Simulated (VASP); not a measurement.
Input of a VASP 6.6.1 run:

Contents of INCAR:

```
ALGO     = Normal         # electronic algorithm
EDIFF    = 1E-7           # SCF threshold, eV
EDIFFG   = -0.01          # ionic threshold
ENCUT    = 600            # plane-wave cutoff, eV
GGA      = PS             # functional
IBRION   = 2              # ionic algorithm
ISIF     = 2              # what is computed and relaxed
ISMEAR   = 0              # smearing method
LASPH    = T              # aspherical terms in the spheres
LCHARG   = F              # write CHGCAR
LREAL    = F              # projectors in reciprocal space
LWAVE    = F              # write WAVECAR
NELM     = 80             # most SCF steps
NSW      = 40             # ionic steps
PREC     = Accurate       # precision mode
SIGMA    = 0.03           # smearing width, eV
```

Contents of KPOINTS:

```
k-points
0
Gamma
  10 10 10
```

File POSCAR:

```
NaF                                     
1.0
    0.0000000000      2.3293884517      2.3293884517
    2.3293884517      0.0000000000      2.3293884517
    2.3293884517      2.3293884517      0.0000000000
  Na              F             
     1     1
Direct
     0.0000000000000000    0.0000000000000000    0.0000000000000000
     0.5000000000000000    0.5000000000000000    0.5000000000000000
```

Potentials or basis: VASP PAW PBE potentials, release 64 (Na_pv, F).

Run with:

```bash
$ cat potpaw_PBE.64/Na_pv/POTCAR potpaw_PBE.64/F/POTCAR > POTCAR
$ mpirun -np 1 vasp_std > vasp.out
```

Estimate the band gap on the k mesh.

6.08 eV, direct.

Final structure:
```
Na F
1.0
     0.00000    2.32939    2.32939
     2.32939    0.00000    2.32939
     2.32939    2.32939    0.00000
Na F
1 1
Direct
  0.00000 0.00000 0.00000
  0.50000 0.50000 0.50000
```

Caveat: the relaxation stopped at its first step, so nothing moved. A k mesh can miss the band edges.
